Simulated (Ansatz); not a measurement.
**Straining Rh**

Method: DFT r2SCAN, scalar-relativistic, plane waves, PAW (Ansatz 0.2.0). Settings: 500 eV cutoff, 24×24×12 k-mesh, Gaussian smearing of 0.10 eV, no spin polarisation.

Reference structure (relaxed):

```yaml
crystal:
  lattice:
    - [2.70364, 0.00000, 0.00000]
    - [-1.35182, 2.34142, 0.00000]
    - [0.00000, 0.00000, 4.34862]
  atoms:
    - { symbol: Rh, position: [0.66667, 0.33333, 0.75000] }
    - { symbol: Rh, position: [0.33333, 0.66667, 0.25000] }
```

Deformation: all cell vectors scaled alike, the atoms relaxed, all within the symmetry that the strain leaves. Energies are extrapolated to zero smearing. Stress is positive in compression, on the Cartesian axes of the cell above. On this cell's mesh the reference holds a stress of up to 0.50 GPa.

```csv
strain (%),ΔE (meV/atom),a (Å),b (Å),c (Å),σxx (GPa),σyy (GPa),σzz (GPa)
-6.0,501.5,2.541,2.541,4.088,81.82,81.82,85.88
-4.0,204.1,2.595,2.595,4.175,45.94,45.94,48.61
-2.0,46.6,2.650,2.650,4.262,19.26,19.26,20.87
+0.0,0.0,2.704,2.704,4.349,-0.28,-0.28,0.50
+2.0,40.3,2.758,2.758,4.436,-14.30,-14.30,-14.16
+4.0,147.8,2.812,2.812,4.523,-24.09,-24.09,-24.42
+6.0,306.3,2.866,2.866,4.610,-30.66,-30.66,-31.33
```

This form isn't the element's structure at ambient conditions.